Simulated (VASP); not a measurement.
ZnSe: relaxation of cell and atoms with r2SCAN+rVV10

The system is ZnSe.

```
Zn Se
1.0
     0.00000    2.82346    2.82346
     2.82346    0.00000    2.82346
     2.82346    2.82346    0.00000
Zn Se
1 1
Direct
  0.00000 0.00000 0.00000
  0.25000 0.25000 0.25000
```

```json
{
  "Program": "VASP 6.6.1",
  "Task": "relaxation of cell and atoms",
  "Functional": "r2SCAN",
  "Dispersion": "rVV10",
  "Potentials or basis": "VASP PAW PBE potentials, release 64 (Zn, Se)",
  "Cutoff": "520 eV",
  "k mesh": "10 × 10 × 10",
  "Occupations": "gaussian, width 0.02 eV",
  "Spin": "no spin polarisation",
  "Further INCAR settings": "ALGO = Normal; EDIFF = 1e-07; IBRION = 2; EDIFFG = -0.002; NSW = 80; ISIF = 3"
}
```

The relaxed volume is 22.51 Å³/atom, the relaxed cell is a = 3.993 Å, b = 3.993 Å, c = 3.993 Å, α = 60.00°, β = 60.00°, γ = 60.00° and the space group after relaxing (to 0.05 Å) is F-43m (No. 216). The energy gained by relaxing is 0.0 meV/atom, the ionic steps are 3 and the pressure after relaxing is 0.0 GPa. The band gap on the k mesh is 1.87 eV, direct.

Final structure:
```
Zn Se
1.0
     0.00000    2.82366    2.82366
     2.82366    0.00000    2.82366
     2.82366    2.82366    0.00000
Zn Se
1 1
Direct
  0.00000 0.00000 0.00000
  0.25000 0.25000 0.25000
```

Levels at points of the mesh, in eV from the valence-band top:
```
           k point  band 5  band 6  band 7  band 8  band 9  band 10  band 11  band 12  band 13
(0.00, 0.00, 0.00)   -6.31   -6.31    0.00    0.00    0.00     1.87     6.29     6.29     6.29
(0.50, 0.00, 0.00)   -6.29   -6.15   -5.40   -0.90   -0.90     3.04     6.83     6.83     9.01
(0.50, 0.50, 0.00)   -6.25   -6.12   -4.85   -2.28   -2.28     3.24     3.83    11.53    12.12
```

Wall time 2.8 min on 1 thread of Intel(R) Xeon(R) 6975P-C (Granite Rapids), with other jobs on the host, peak memory 0.3 GiB.

Caveat: the PAW data sets were made with another functional, which shifts forces and pressure a little. r2SCAN opens gaps a little over a GGA but as a rule still falls short of measured ones.
